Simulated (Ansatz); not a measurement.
# Relaxing Fe

All numbers below come from DFT r2SCAN, scalar-relativistic, plane waves, PAW in Ansatz 0.2.0. Cutoff 500 eV, Γ-centred k mesh, Gaussian smearing, collinear spin, first started from parallel moments.

The start is a database structure of Fe, space group Fmmm (No. 69).

```
Fe
1.0
     0.00000    1.94174    1.96511
     1.49844    0.00000    1.96511
     1.49844    1.94174    0.00000
Fe
1
Cartesian
  0.0000 0.0000 0.0000
```

Steps on the 8×8×8 mesh (1 atom). 4 of 5 steps are shown, and the free energy counts from the last. Trial steps that were taken back and renewals of the plane-wave basis can be among the rows.

```csv
step,ΔF (meV/atom),V (Å³/atom),P (GPa)
1,13.0,11.44,6.79
2,2.7,11.67,2.28
3,0.6,11.80,0.28
5,0.0,11.81,0.08
```

Steps on the 28×28×28 mesh (1 atom). 4 of 6 steps are shown, and the free energy counts from the last.

| step | ΔF (meV/atom) | V (Å³/atom) | P (GPa) |
| --- | --- | --- | --- |
| 1 | 3.5 | 11.81 | -0.68 |
| 2 | 1.6 | 11.79 | -0.37 |
| 3 | 0.1 | 11.77 | -0.27 |
| 6 | 0.0 | 11.75 | 0.00 |

A final relaxation ran on a 28×28×28 mesh. The relaxed crystal, Im-3m (No. 229):

```
Fe
1.0
    -1.43231    1.43231    1.43231
     1.43231   -1.43231    1.43231
     1.43231    1.43231   -1.43231
Fe
1
Direct
  0.00000 0.00000 0.00000
```

| Quantity | Value |
| --- | --- |
| Volume per atom | 11.75 Å³ |
| Density | 7.89 g/cm³ |
| Gap on the 28×28×28 mesh | 0 eV (a metal) |
| Net moment per atom | 2.64 μB |
| Largest site moment | 2.79 μB |

The final run used a 28×28×28 mesh on its 1-atom cell and 0.10 eV smearing. The magnetic state reached may not be the lowest.

Symmetry constrained the relaxation, so the result can be a saddle point.